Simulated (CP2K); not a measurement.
Runs of CP2K 2026.2 on MoS2. The structure is hexagonal, space group P6_3/mmc (No. 194). Conventional cell: a = 3.169 Å, b = 3.169 Å, c = 12.324 Å, α = 90.00°, β = 90.00°, γ = 120.00°. Mo (site symmetry -6m2) is surrounded by 6 S at 2.41 Å. S (site symmetry 3m) has 3 Mo at 2.41 Å as nearest neighbours. 

```tsv
task	level	potentials or basis	cell	k mesh	smearing	EPS_DEFAULT	k points reduced by the point group	NGRIDS	points a segment of the path (NPOINTS)	bands added on the path	pressure (GPa)	largest force (eV/Å)
band structure	LDA	GTH_POTENTIALS Mo GTH-PADE-q14, S GTH-PADE-q6; TZVP-MOLOPT-PBE-GTH basis	as given	10 × 10 × 3	fermi-dirac 0.0259 eV	1.0E-9	yes	4	10	6	-4.5	0.20
relaxation of cell and atoms	PBE	POTENTIAL_UZH Mo GTH-PBE-q14, S GTH-PBE-q6; TZVP-MOLOPT-PBE-GTH basis	relaxed	7 × 7 × 2	fermi-dirac 0.1 eV	1.0E-10	-	4	-	-	0.0	-
band structure	r2SCAN	POTENTIAL_UZH Mo GTH-SCAN-q14, S GTH-SCAN-q6; TZVP-MOLOPT-SCAN-GTH basis	as given	10 × 10 × 3	fermi-dirac 0.01 eV	1.0E-9	yes	5	6	4	2.1	(a)
band structure	PBEsol	POTENTIAL_UZH Mo GTH-PBE-q14, S GTH-PBE-q6; TZVP-MOLOPT-PBE-GTH basis	as given	10 × 10 × 3	fermi-dirac 0.05 eV	1.0E-9	yes	5	6	2	-0.8	0.04
band structure	PBEsol	POTENTIAL_UZH Mo GTH-PBE-q14, S GTH-PBE-q6; TZVP-MOLOPT-PBE-GTH basis	as given	10 × 10 × 3	fermi-dirac 0.01 eV	1.0E-10	yes	5	8	2	-0.8	0.04
```

Alike in all rows: no spin polarisation.

Q: Estimate the missing entries.

A: (a) 0.05.

Caveats: the basis of atomic orbitals isn't converged, which shifts pressures, moduli and gaps; this functional lacks dispersion, which binds the layers, so the pressure and a relaxed spacing across them are unreliable (some runs); the potentials were made for another functional, which shifts forces and pressure (some runs); the printed path begins after the first move (some runs).

Not every run made on this cell is shown here.
